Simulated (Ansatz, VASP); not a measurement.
## V in VASP and in Ansatz

INCAR

```
SYSTEM = V
PREC     = Accurate       ! precision mode
ENCUT    = 600            ! plane-wave cutoff, eV
EDIFF    = 1E-6           ! SCF threshold, eV
ISMEAR   = 0              ! smearing method
SIGMA    = 0.1            ! smearing width, eV
LREAL    = .False.        ! projectors in reciprocal space
LASPH    = .True.         ! aspherical terms in the spheres
NELM     = 80             ! most SCF steps
ALGO     = Fast           ! electronic algorithm
ISIF     = 3              ! what is computed and relaxed
LWAVE    = .False.        ! write WAVECAR
LCHARG   = .False.        ! write CHGCAR
GGA      = PS             ! functional
IBRION   = 2              ! ionic algorithm
NSW      = 80             ! ionic steps
EDIFFG   = -0.05          ! ionic threshold
```

The input KPOINTS:

```
Automatic mesh
0
Gamma
  10 10 10
  0 0 0
```

Contents of POSCAR:

```
V
1.0
   -1.5248108996      1.5248108996      1.5248108996
    1.5248108996     -1.5248108996      1.5248108996
    1.5248108996      1.5248108996     -1.5248108996
V
1
Direct
    0.0000000000      0.0000000000      0.0000000000
```

Input for Ansatz:

```yaml
crystal:
  lattice:
    - [-1.5248108996, 1.5248108996, 1.5248108996]
    - [1.5248108996, -1.5248108996, 1.5248108996]
    - [1.5248108996, 1.5248108996, -1.5248108996]
  atoms:
    - { symbol: V, position: [0.0, 0.0, 0.0] }
basis:
  ecutwfc: 420
kpoints:
  mp_grid: { grid: [10, 10, 10] }
hamiltonian:
  xc: pbesol
scf:
  occupations: { method: gaussian, width: 0.1 }
output:
  forces: true
  stress: true
  eigenvalues: true
relax:
  adjacent_minimum: "off"
  f_tol: 0.05
  max_steps: 60
  cell: { stress_tol: 0.5 }
```

Alike in both runs: task relaxation of cell and atoms; functional PBEsol; k mesh 10 × 10 × 10; occupations gaussian, width 0.1 eV; no spin polarisation.

|  | VASP | Ansatz |
| --- | --- | --- |
| version | VASP 6.6.1 | Ansatz 0.2.0 |
| potentials or method | VASP PAW PBE potentials, release 64 (V_sv) | scalar-relativistic, plane waves, PAW |
| plane-wave cutoff (eV) | 600 | 420 |
| valence electrons in the cell | 13 | 13 |

```csv
,VASP,Ansatz,Ansatz less VASP
"gap on the k mesh at the Fermi level, each at its own relaxed structure (eV)",none,none,-
relaxed volume (Å³/atom),13.07,13.03,-0.032
relaxed cell length with the largest relative difference (Å),2.570,2.568,-0.0021
energy change over the relaxation (meV/atom),-55,-55,-0.7
```

A gap of «none» marks a metal or a gap that the smearing closes.

Caveats: the PAW data sets were made with another functional, which shifts forces and pressure a little (VASP).
